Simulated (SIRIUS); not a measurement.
Ta:

```xyz
1
Lattice="-1.6513 1.6513 1.6513 1.6513 -1.6513 1.6513 1.6513 1.6513 -1.6513" Properties=species:S:1:pos:R:3 pbc="T T T"
Ta    0.0000    0.0000    0.0000
```

Base run:

* Program: SIRIUS 7.10.0
* Functional: BPBE
* Potentials or basis: PseudoDojo 0.4.1 PBE standard (scalar relativistic)
* Cutoff: 807 eV
* Density cutoff: 3227 eV
* k mesh: 11 × 11 × 11
* Occupations: fermi-dirac, width 0.05 eV
* Spin: no spin polarisation

Its results: band gap on the k mesh none (metal or under the smearing width); pressure 2.2 GPa.

Problem. After a change of settings the same cell gave: band gap on the k mesh none (metal or under the smearing width); pressure 8.5 GPa. Which change was it?
A. functional from BPBE to RPBE; libxc names from ["XC_GGA_X_B88", "XC_GGA_C_PBE"] to ["XC_GGA_X_RPBE", "XC_GGA_C_PBE"]
B. functional from BPBE to PBEsol; libxc names from ["XC_GGA_X_B88", "XC_GGA_C_PBE"] to ["XC_GGA_X_PBE_SOL", "XC_GGA_C_PBE_SOL"]
C. functional from BPBE to BLYP; libxc names from ["XC_GGA_X_B88", "XC_GGA_C_PBE"] to ["XC_GGA_X_B88", "XC_GGA_C_LYP"]
D. functional from BPBE to AM05; libxc names from ["XC_GGA_X_B88", "XC_GGA_C_PBE"] to ["XC_GGA_X_AM05", "XC_GGA_C_AM05"]

Solution. C.

Caveats: the potentials were made for another functional, which shifts forces and pressure.

Not every run made on this cell is shown here.
